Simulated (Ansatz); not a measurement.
**Silicon, omega (AlB2-type) under r²SCAN: ground state and equation of state**

Aim: take silicon in the omega (AlB2-type) structure, solve it on a dense k-mesh, then scale the cell to 7 volumes from 88 to 112 % of the relaxed one and try a fit of the equation of state. Spin polarisation is left out. The k-meshes are 11×11×16 for the dense run; 9×9×14 for the volumes.

Computed with Ansatz 0.2.0 (DFT r2SCAN, plane waves (500 eV) with PAW, scalar-relativistic; the PAW data stem from PBE, with regenerated cores, unless a step says otherwise).

1 further run of the same task is left out (for a known fault of the program).

## (1) The starting structure

Symmetry: P6/mmm, No. 191, hexagonal system. Conventional cell: a = 4.431 Å, b = 4.431 Å, c = 2.540 Å, α = 90.00°, β = 90.00°, γ = 120.00°. Si (site symmetry 6/mmm) has 14 Si at 2.54 to 2.86 Å as nearest neighbours. Si (site symmetry -6m2) is surrounded by 11 Si at 2.54 to 2.86 Å.

Coordinates:

```xyz
3
Lattice="4.4311 0.0000 0.0000 -2.2156 3.8375 0.0000 0.0000 0.0000 2.5403" Properties=species:S:1:pos:R:3 pbc="T T T"
Si    0.0000    0.0000    0.0000
Si    0.0000    2.5583    1.2701
Si    2.2156    1.2792    1.2701
```

## (2) Dense single point

Input file input.yaml:

```yaml
crystal:
  lattice:
    - [4.4311310577, 0.0, 0.0]
    - [-2.2155655289, 3.8374720635, 0.0]
    - [0.0, 0.0, 2.5402530743]
  atoms:
    - { symbol: Si, position: [0.0, 0.0, 0.0] }
    - { symbol: Si, position: [0.3333333333, 0.6666666667, 0.5] }
    - { symbol: Si, position: [0.6666666667, 0.3333333333, 0.5] }
hamiltonian:
  xc: r2scan
  pseudopotentials:
    kind: paw
    azcp:
      Si: "pseudopotentials/Si.paw.azcp"
basis:
  ecutwfc: 500
  fft_grid_basis: typed
kpoints:
  mp_grid: { grid: [11, 11, 16], shift: [0, 0, 0] }
magnetization:
  spin_polarized: false
scf:
  occupations: { method: fermi_dirac, width: 0.1 }
```

Launch:

```
$ ansatz run input.yaml --threads 1 --pin off --max-ram 3584MiB --backend cpu --events-out ev --progress --plain --runs-dir out
```

The log of the run, cut to the lines that bear on the results:

```text
[...]
Pseudopotentials: kind: paw
Pseudopotential: Si, paw, valence charge 4, recommended cutoff 500 eV (meta_gga), <dir>
Functional definition: r2SCAN
[...]
Crystal: 3 atoms, lattice volume = 43.195 Å³
Basis set: ecut = 500 eV, 1101 PW (Γ), exchange–correlation on 144×144×80 points (64 copies of the dense FFT grid, shifted against one another)
Bands: 10, of which v1, the nominal top of the filled ones, is band 6 counted from 1 (5 counted from 0)
Symmetry: 24 space group operations
Space group: P6/mmm (ITA 191), of the structure as read, at distance tolerance 3.5e-5 Å
k-points: 144 of 1936
[...]
SCF iter   1: F=—  HF=-1915.076489 eV  |F-HF|=—  |Δ(HF+E_count)|=         —  Δρ=5.37e-3  dr2=1.16e-2  dr2_τ=1.24e-2  ethr=1.77e-3  ⟨swp⟩=5.2  Hψ=10317  notcnv=0
[...]
SCF iter   7: F=-1915.103597 eV  HF=-1915.103597 eV  |F-HF|=1.44e-8  |Δ(HF+E_count)|=   3.36e-7  Δρ=3.50e-6  dr2=3.26e-9  dr2_τ=5.62e-11  ethr=8.33e-10  ⟨swp⟩=2.4  Hψ=2994  notcnv=0
[...]
SCF converged after 7 iterations
Free energy (F): -1915.103597 eV
[...]
E sigma→0 (E₀):  -1915.082310 eV
Entropy (-TS):   -0.042572 eV (-14.191 meV/atom)
Fermi energy:    10.733727 eV
[...]
```

It took 14 s on 1 thread of Intel Xeon Platinum 8259CL at 2.50GHz (Skylake/Cascade Lake), shared host; peak memory 0.6 GiB.

## (3) The cell scaled to 88 % of its volume

Changes to input.yaml since step 2:

```diff
@@ -2,5 +2,5 @@
   lattice:
-    - [4.4311310577, 0.0, 0.0]
-    - [-2.2155655289, 3.8374720635, 0.0]
-    - [0.0, 0.0, 2.5402530743]
+    - [4.2462818679, 0.0, 0.0]
+    - [-2.123140934, 3.6773879692, 0.0]
+    - [0.0, 0.0, 2.4342838044]
   atoms:
@@ -19,3 +19,3 @@
 kpoints:
-  mp_grid: { grid: [11, 11, 16], shift: [0, 0, 0] }
+  mp_grid: { grid: [9, 9, 14], shift: [0, 0, 0] }
 magnetization:
@@ -24 +24,4 @@
   occupations: { method: fermi_dirac, width: 0.1 }
+  lower_state_search: "off"
+output:
+  stress: true
```

Launch:

```
$ ansatz run input.yaml --threads 1 --pin off --max-ram 3584MiB --backend cpu --events-out ev --progress --plain --runs-dir out
```

The log of the run, cut to the lines that bear on the results:

```text
[...]
[... 3 set-up lines as earlier in the session ...]
[...]
Crystal: 3 atoms, lattice volume = 38.012 Å³
Basis set: ecut = 500 eV, 939 PW (Γ), exchange–correlation on 128×128×72 points (64 copies of the dense FFT grid, shifted against one another)
Bands: 10, of which v1, the nominal top of the filled ones, is band 6 counted from 1 (5 counted from 0)
[... 1 set-up line as earlier in the session ...]
Space group: P6/mmm (ITA 191), of the structure as read, at distance tolerance 3.4e-5 Å
k-points: 96 of 1134
[...]
SCF iter   1: F=-1914.878590 eV  HF=-1914.858822 eV  |F-HF|=1.98e-2  |Δ(HF+E_count)|=         —  Δρ=6.50e-3  dr2=1.64e-2  dr2_τ=2.51e-2  ethr=1.77e-3  ⟨swp⟩=5.4  Hψ=6988  notcnv=0
[...]
SCF iter   7: F=-1914.882839 eV  HF=-1914.882839 eV  |F-HF|=5.97e-10  |Δ(HF+E_count)|=   7.59e-8  Δρ=5.04e-6  dr2=7.93e-9  dr2_τ=2.92e-11  ethr=8.33e-10  ⟨swp⟩=4.0  Hψ=3141  notcnv=0
[...]
SCF converged after 7 iterations
Free energy (F): -1914.882839 eV
[...]
E sigma→0 (E₀):  -1914.864219 eV
Entropy (-TS):   -0.037242 eV (-12.414 meV/atom)
Fermi energy:    12.589338 eV
[...]
--- Stress (GPa, compression-positive) ---
       13.449779      -0.000000       0.000000
       -0.000000      13.449779      -0.000000
        0.000000      -0.000000      21.661387
  P = ⅓ Tr σ = 16.1870 GPa (161.870 kbar)
```

It took 8.6 s on 1 thread of Intel Xeon Platinum 8259CL at 2.50GHz (Skylake/Cascade Lake), shared host; peak memory 0.58 GiB.

## (4) The cell scaled to 92 % of its volume

Changes to input.yaml since step 3:

```diff
@@ -2,5 +2,5 @@
   lattice:
-    - [4.2462818679, 0.0, 0.0]
-    - [-2.123140934, 3.6773879692, 0.0]
-    - [0.0, 0.0, 2.4342838044]
+    - [4.3096685543, 0.0, 0.0]
+    - [-2.1548342772, 3.7322824499, 0.0]
+    - [0.0, 0.0, 2.4706217558]
   atoms:
```

Launch:

```
$ ansatz run input.yaml --threads 1 --pin off --max-ram 3584MiB --backend cpu --events-out ev --progress --plain --runs-dir out
```

The log of the run, cut to the lines that bear on the results:

```text
[...]
[... 3 set-up lines as earlier in the session ...]
[...]
Crystal: 3 atoms, lattice volume = 39.740 Å³
Basis set: ecut = 500 eV, 1023 PW (Γ), exchange–correlation on 128×128×80 points (64 copies of the dense FFT grid, shifted against one another)
Bands: 10, of which v1, the nominal top of the filled ones, is band 6 counted from 1 (5 counted from 0)
[... 2 set-up lines as earlier in the session ...]
k-points: 96 of 1134
[...]
SCF iter   1: F=-1915.016292 eV  HF=-1914.994691 eV  |F-HF|=2.16e-2  |Δ(HF+E_count)|=         —  Δρ=6.03e-3  dr2=1.43e-2  dr2_τ=1.98e-2  ethr=1.77e-3  ⟨swp⟩=5.3  Hψ=6960  notcnv=0
[...]
SCF iter   6: F=-1915.019952 eV  HF=-1915.019952 eV  |F-HF|=1.00e-7  |Δ(HF+E_count)|=   1.02e-5  Δρ=1.20e-5  dr2=2.90e-8  dr2_τ=1.16e-9  ethr=8.33e-10  ⟨swp⟩=3.2  Hψ=4165  notcnv=0
[...]
SCF converged after 6 iterations
Free energy (F): -1915.019952 eV
[...]
E sigma→0 (E₀):  -1915.001847 eV
Entropy (-TS):   -0.036210 eV (-12.070 meV/atom)
Fermi energy:    11.922754 eV
[...]
--- Stress (GPa, compression-positive) ---
        7.502914      -0.000000       0.000000
        0.000000       7.502914       0.000000
        0.000000       0.000000      13.472092
  P = ⅓ Tr σ = 9.4926 GPa (94.926 kbar)
```

It took 8.2 s on 1 thread of Intel Xeon Platinum 8259CL at 2.50GHz (Skylake/Cascade Lake), shared host; peak memory 0.6 GiB.

## (5) The cell scaled to 96 % of its volume

Changes to input.yaml since step 4:

```diff
@@ -2,5 +2,5 @@
   lattice:
-    - [4.3096685543, 0.0, 0.0]
-    - [-2.1548342772, 3.7322824499, 0.0]
-    - [0.0, 0.0, 2.4706217558]
+    - [4.371243567, 0.0, 0.0]
+    - [-2.1856217835, 3.7856079752, 0.0]
+    - [0.0, 0.0, 2.5059211214]
   atoms:
```

Launch:

```
$ ansatz run input.yaml --threads 1 --pin off --max-ram 3584MiB --backend cpu --events-out ev --progress --plain --runs-dir out
```

The log of the run, cut to the lines that bear on the results:

```text
[...]
[... 3 set-up lines as earlier in the session ...]
[...]
Crystal: 3 atoms, lattice volume = 41.468 Å³
Basis set: ecut = 500 eV, 1035 PW (Γ), exchange–correlation on 128×128×80 points (64 copies of the dense FFT grid, shifted against one another)
Bands: 10, of which v1, the nominal top of the filled ones, is band 6 counted from 1 (5 counted from 0)
[... 2 set-up lines as earlier in the session ...]
k-points: 96 of 1134
[...]
SCF iter   1: F=-1915.089083 eV  HF=-1915.066013 eV  |F-HF|=2.31e-2  |Δ(HF+E_count)|=         —  Δρ=5.67e-3  dr2=1.28e-2  dr2_τ=1.56e-2  ethr=1.77e-3  ⟨swp⟩=5.2  Hψ=6875  notcnv=0
[...]
SCF iter   7: F=-1915.092480 eV  HF=-1915.092480 eV  |F-HF|=1.66e-8  |Δ(HF+E_count)|=   2.60e-7  Δρ=4.12e-6  dr2=4.00e-9  dr2_τ=9.04e-11  ethr=8.33e-10  ⟨swp⟩=4.1  Hψ=3177  notcnv=0
[...]
SCF converged after 7 iterations
Free energy (F): -1915.092480 eV
[...]
E sigma→0 (E₀):  -1915.074462 eV
Entropy (-TS):   -0.036036 eV (-12.012 meV/atom)
Fermi energy:    11.308197 eV
[...]
--- Stress (GPa, compression-positive) ---
        2.758386       0.000000      -0.000000
        0.000000       2.758386      -0.000000
       -0.000000      -0.000000       6.974984
  P = ⅓ Tr σ = 4.1639 GPa (41.639 kbar)
```

Run time: 9.9 s. Hardware: 1 thread of Intel Xeon Platinum 8259CL at 2.50GHz (Skylake/Cascade Lake), shared host; peak memory 0.59 GiB.

## (6) The cell scaled to 100 % of its volume

Changes to input.yaml since step 5:

```diff
@@ -2,5 +2,5 @@
   lattice:
-    - [4.371243567, 0.0, 0.0]
-    - [-2.1856217835, 3.7856079752, 0.0]
-    - [0.0, 0.0, 2.5059211214]
+    - [4.4311310577, 0.0, 0.0]
+    - [-2.2155655289, 3.8374720635, 0.0]
+    - [0.0, 0.0, 2.5402530743]
   atoms:
@@ -27 +27,5 @@
   stress: true
+  write_density: true
+  write_potential: true
+  elf: true
+  volumetric_format: npy
```

Launch:

```
$ ansatz run input.yaml --threads 1 --pin off --max-ram 3584MiB --backend cpu --events-out ev --progress --plain --runs-dir out
```

The log of the run, cut to the lines that bear on the results:

```text
[...]
[... 3 set-up lines as earlier in the session ...]
[...]
Crystal: 3 atoms, lattice volume = 43.195 Å³
Basis set: ecut = 500 eV, 1101 PW (Γ), exchange–correlation on 144×144×80 points (64 copies of the dense FFT grid, shifted against one another)
Bands: 10, of which v1, the nominal top of the filled ones, is band 6 counted from 1 (5 counted from 0)
[... 2 set-up lines as earlier in the session ...]
k-points: 96 of 1134
[...]
SCF iter   1: F=-1915.110408 eV  HF=-1915.086389 eV  |F-HF|=2.40e-2  |Δ(HF+E_count)|=         —  Δρ=5.39e-3  dr2=1.18e-2  dr2_τ=1.23e-2  ethr=1.77e-3  ⟨swp⟩=5.2  Hψ=6867  notcnv=0
[...]
SCF iter   7: F=-1915.113752 eV  HF=-1915.113752 eV  |F-HF|=1.79e-8  |Δ(HF+E_count)|=   3.66e-7  Δρ=3.96e-6  dr2=3.90e-9  dr2_τ=8.08e-11  ethr=8.33e-10  ⟨swp⟩=8.9  Hψ=7214  notcnv=0
[...]
SCF converged after 7 iterations
Free energy (F): -1915.113752 eV
[...]
E sigma→0 (E₀):  -1915.095551 eV
Entropy (-TS):   -0.036401 eV (-12.134 meV/atom)
Fermi energy:    10.737753 eV
[...]
--- Stress (GPa, compression-positive) ---
       -1.023205       0.000000      -0.000000
        0.000000      -1.023205      -0.000000
       -0.000000      -0.000000       1.882088
  P = ⅓ Tr σ = -0.0548 GPa (-0.548 kbar)
--- Band table (eV; the first three rows and the last of 96) ---
  k-point 0: bands = ["-4.5807", "5.1482", "5.3188", "5.8985", "5.8985", "5.9185", "5.9185", "17.4369", "18.8380", "22.4301"]
[...]
```

Run time: 12 s. Hardware: 1 thread of Intel Xeon Platinum 8259CL at 2.50GHz (Skylake/Cascade Lake), shared host; peak memory 0.64 GiB.

Density in a lattice plane of the grid's cell (edges 4.43 and 4.43 Å, at 0.500 of the third edge), which holds Si.

Ten even steps from '0' (0.05 e/Å³) to '9' (0.42 e/Å³):
```
876544456789887554445678
765444567899987554455677
554445678999987654445666
444457877667887654444555
445678753235787654444444
456787410025787554444444
567986200147987655555555
779985312479987666666666
889986546899988888888888
889988778999899987788998
888888888888999864568998
766666666678997421358997
555555555678974100268976
444444445578752001478765
444444445678753235787654
455544445678876677875444
566654445678999987654445
777655445578999876544456
887654445578898765444567
887654445678887654445678
```
Columns run along the first of these edges and rows up along the second, over one cell in 24 and 20 even steps from the bottom left corner. Atoms in the plane (fractional): Si at (0.33, 0.67), Si at (0.67, 0.33).

ELF in the same plane.

Ten even steps from ' ' (0.32) to '@' (0.78):
```
##**==::..    ::++##@@@@@@%%**==::    ..--++**##
++==::..  ..::++##%%@@@@@@%%**==::    ..--++****
--::    ..--++****##########**==::    ..::--====
      ..--++++==--::::--==++++==::      ....::..
    ::==++++::          --++++==::              
..::==****--  ..--::    ==****==::..            
==++##%%**..  --++::  --##%%**++--::::::::::::--
**%%@@%%++..      ..==##@@%%##**++++++++++++++**
%%@@@@@@++::    ..++%%@@@@@@%%%%##**++++**##%%%%
@@@@@@%%**==----**%%@@@@@@@@@@%%**----==**%%@@@@
%%%%%%##**++++**##%%%%@@@@@@%%++..    ::++@@@@@@
****++++++++++++++**##%%@@##==..      ..++%%@@%%
==--::::::::::::--++**%%##--  ::++--  ..**%%##++
..            ..::==****==    ::--..  --****==::
                ::==++++--          ::++++==::  
  ..::....      ::==++++==--::::--==++++--..    
--====--::..    ::==**##########****++--..    ::
++****++--..    ::==**%%@@@@@@%%##++::..  ..::==
####**++--..    ::==**%%@@@@@@##++::    ..::==**
%%##**==::    ..--++##@@@@@@##++--..    ::==**##
```
Columns run along the first of these edges and rows up along the second, over one cell in 24 and 20 even steps from the bottom left corner. Atoms in the plane (fractional): Si at (0.33, 0.67), Si at (0.67, 0.33).

Both are smooth fields of the valence electrons: close to the nuclei they are not physical.

Maxima of ELF outside the ion cores: 0.80 on the Si–Si line, 1.1 Å from Si; 0.67 in the shell around Si, 0.9 Å from Si.

## (7) The cell scaled to 104 % of its volume

Changes to input.yaml since step 6:

```diff
@@ -2,5 +2,5 @@
   lattice:
-    - [4.4311310577, 0.0, 0.0]
-    - [-2.2155655289, 3.8374720635, 0.0]
-    - [0.0, 0.0, 2.5402530743]
+    - [4.4894421007, 0.0, 0.0]
+    - [-2.2447210504, 3.887970908, 0.0]
+    - [0.0, 0.0, 2.5736812903]
   atoms:
@@ -27,5 +27 @@
   stress: true
-  write_density: true
-  write_potential: true
-  elf: true
-  volumetric_format: npy
```

Launch:

```
$ ansatz run input.yaml --threads 1 --pin off --max-ram 3584MiB --backend cpu --events-out ev --progress --plain --runs-dir out
```

The log of the run, cut to the lines that bear on the results:

```text
[...]
[... 3 set-up lines as earlier in the session ...]
[...]
Crystal: 3 atoms, lattice volume = 44.923 Å³
Basis set: ecut = 500 eV, 1143 PW (Γ), exchange–correlation on 144×144×80 points (64 copies of the dense FFT grid, shifted against one another)
Bands: 10, of which v1, the nominal top of the filled ones, is band 6 counted from 1 (5 counted from 0)
[... 1 set-up line as earlier in the session ...]
Space group: P6/mmm (ITA 191), of the structure as read, at distance tolerance 3.6e-5 Å
k-points: 96 of 1134
[...]
SCF iter   1: F=-1915.091040 eV  HF=-1915.066541 eV  |F-HF|=2.45e-2  |Δ(HF+E_count)|=         —  Δρ=5.16e-3  dr2=1.10e-2  dr2_τ=9.78e-3  ethr=1.77e-3  ⟨swp⟩=5.2  Hψ=6862  notcnv=0
[...]
SCF iter   6: F=-1915.094418 eV  HF=-1915.094418 eV  |F-HF|=1.23e-7  |Δ(HF+E_count)|=   1.79e-5  Δρ=1.49e-5  dr2=6.26e-8  dr2_τ=6.94e-10  ethr=8.33e-10  ⟨swp⟩=3.4  Hψ=4211  notcnv=0
[...]
SCF converged after 6 iterations
Free energy (F): -1915.094418 eV
[...]
E sigma→0 (E₀):  -1915.076081 eV
Entropy (-TS):   -0.036673 eV (-12.224 meV/atom)
Fermi energy:    10.205924 eV
[...]
--- Stress (GPa, compression-positive) ---
       -4.067637       0.000000      -0.000000
       -0.000000      -4.067637      -0.000000
       -0.000000      -0.000000      -2.082443
  P = ⅓ Tr σ = -3.4059 GPa (-34.059 kbar)
```

Run time: 7.9 s. Hardware: 1 thread of Intel Xeon Platinum 8259CL at 2.50GHz (Skylake/Cascade Lake), shared host; peak memory 0.64 GiB.

## (8) The cell scaled to 108 % of its volume

Changes to input.yaml since step 7:

```diff
@@ -2,5 +2,5 @@
   lattice:
-    - [4.4894421007, 0.0, 0.0]
-    - [-2.2447210504, 3.887970908, 0.0]
-    - [0.0, 0.0, 2.5736812903]
+    - [4.5462765152, 0.0, 0.0]
+    - [-2.2731382576, 3.9371909548, 0.0]
+    - [0.0, 0.0, 2.6062629933]
   atoms:
@@ -27 +27,5 @@
   stress: true
+  write_density: true
+  write_potential: true
+  elf: true
+  volumetric_format: npy
```

Launch:

```
$ ansatz run input.yaml --threads 1 --pin off --max-ram 3584MiB --backend cpu --events-out ev --progress --plain --runs-dir out
```

The log of the run, cut to the lines that bear on the results:

```text
[...]
[... 3 set-up lines as earlier in the session ...]
[...]
Crystal: 3 atoms, lattice volume = 46.651 Å³
Basis set: ecut = 500 eV, 1191 PW (Γ), exchange–correlation on 144×144×80 points (64 copies of the dense FFT grid, shifted against one another)
Bands: 10, of which v1, the nominal top of the filled ones, is band 6 counted from 1 (5 counted from 0)
[... 2 set-up lines as earlier in the session ...]
k-points: 96 of 1134
[...]
SCF iter   1: F=-1915.039268 eV  HF=-1915.014827 eV  |F-HF|=2.44e-2  |Δ(HF+E_count)|=         —  Δρ=4.94e-3  dr2=1.03e-2  dr2_τ=7.76e-3  ethr=1.77e-3  ⟨swp⟩=5.2  Hψ=6862  notcnv=0
[...]
SCF iter   6: F=-1915.042687 eV  HF=-1915.042687 eV  |F-HF|=3.35e-7  |Δ(HF+E_count)|=   1.36e-5  Δρ=1.77e-5  dr2=8.94e-8  dr2_τ=8.85e-10  ethr=8.33e-10  ⟨swp⟩=7.3  Hψ=7050  notcnv=0
[...]
SCF converged after 6 iterations
Free energy (F): -1915.042687 eV
[...]
E sigma→0 (E₀):  -1915.024200 eV
Entropy (-TS):   -0.036976 eV (-12.325 meV/atom)
Fermi energy:    9.709599 eV
[...]
--- Stress (GPa, compression-positive) ---
       -6.549930       0.000000       0.000000
       -0.000000      -6.549930       0.000000
        0.000000       0.000000      -5.171236
  P = ⅓ Tr σ = -6.0904 GPa (-60.904 kbar)
--- Band table (eV; the first three rows and the last of 96) ---
  k-point 0: bands = ["-4.8803", "4.0364", "4.2160", "5.2658", "5.2658", "5.2894", "5.2894", "15.9587", "17.6060", "20.4116"]
[...]
```

Run time: 11 s. Hardware: 1 thread of Intel Xeon Platinum 8259CL at 2.50GHz (Skylake/Cascade Lake), shared host; peak memory 0.64 GiB.

## (9) The cell scaled to 112 % of its volume

Changes to input.yaml since step 8:

```diff
@@ -2,5 +2,5 @@
   lattice:
-    - [4.5462765152, 0.0, 0.0]
-    - [-2.2731382576, 3.9371909548, 0.0]
-    - [0.0, 0.0, 2.6062629933]
+    - [4.6017243764, 0.0, 0.0]
+    - [-2.3008621882, 3.9852102111, 0.0]
+    - [0.0, 0.0, 2.6380498211]
   atoms:
@@ -27,5 +27 @@
   stress: true
-  write_density: true
-  write_potential: true
-  elf: true
-  volumetric_format: npy
```

Launch:

```
$ ansatz run input.yaml --threads 1 --pin off --max-ram 3584MiB --backend cpu --events-out ev --progress --plain --runs-dir out
```

The log of the run, cut to the lines that bear on the results:

```text
[...]
[... 3 set-up lines as earlier in the session ...]
[...]
Crystal: 3 atoms, lattice volume = 48.379 Å³
Basis set: ecut = 500 eV, 1263 PW (Γ), exchange–correlation on 144×144×80 points (64 copies of the dense FFT grid, shifted against one another)
Bands: 10, of which v1, the nominal top of the filled ones, is band 6 counted from 1 (5 counted from 0)
[... 2 set-up lines as earlier in the session ...]
k-points: 96 of 1134
[...]
SCF iter   1: F=-1914.961489 eV  HF=-1914.937692 eV  |F-HF|=2.38e-2  |Δ(HF+E_count)|=         —  Δρ=4.73e-3  dr2=9.72e-3  dr2_τ=6.15e-3  ethr=1.77e-3  ⟨swp⟩=5.1  Hψ=6842  notcnv=0
[...]
SCF iter   7: F=-1914.964960 eV  HF=-1914.964960 eV  |F-HF|=1.39e-8  |Δ(HF+E_count)|=   5.14e-7  Δρ=3.44e-6  dr2=5.44e-9  dr2_τ=4.62e-11  ethr=8.33e-10  ⟨swp⟩=4.3  Hψ=3221  notcnv=0
[...]
SCF converged after 7 iterations
Free energy (F): -1914.964960 eV
[...]
E sigma→0 (E₀):  -1914.946133 eV
Entropy (-TS):   -0.037654 eV (-12.551 meV/atom)
Fermi energy:    9.245993 eV
[...]
--- Stress (GPa, compression-positive) ---
       -8.581418       0.000000      -0.000000
        0.000000      -8.581418       0.000000
       -0.000000       0.000000      -7.584365
  P = ⅓ Tr σ = -8.2491 GPa (-82.491 kbar)
```

It took 10 s on 1 thread of Intel Xeon Platinum 8259CL at 2.50GHz (Skylake/Cascade Lake), shared host; peak memory 0.64 GiB.

## (10) The equation of state

The cell was scaled evenly, with its shape and the fractional positions fixed.

```
V (Å³/atom)  E − E₀ (meV/atom)  P from the stress (GPa)  P from the fit (GPa)
     12.671               77.2                    16.19                 16.26
     13.247               31.3                     9.49                  9.51
     13.823                7.1                     4.16                  4.17
     14.398                0.0                    -0.05                 -0.07
     14.974                6.5                    -3.41                 -3.44
     15.550               23.8                    -6.09                 -6.11
     16.126               49.9                    -8.25                 -8.24
```

Fit (Birch-Murnaghan, third order): V₀ = 14.388 Å³/atom, B₀ = 95 GPa, B₀′ = 4.7, largest residual 0.05 meV/atom.

## (11) Results

```
                      quantity                                   value
space group (spins left aside)                        P6/mmm (No. 191)
             conventional cell  a = 4.431 Å, c = 2.540 Å (c/a = 0.573)
                        volume                          14.398 Å³/atom
             shortest distance                                 2.540 Å
               gap on the mesh            none (levels filled in part)
           relative to diamond                           +705 meV/atom
                   V₀, B₀, B₀′             14.388 Å³/atom, 95 GPa, 4.7
```

In words: It lies 705 meV/atom above the element's reference form at the same level (diamond, from a run of its own), so it is far from stable. No gap shows: it is a metal or semimetal at this level. B₀ comes out at 95 GPa; letting shape and positions relax at each volume could only lower it.
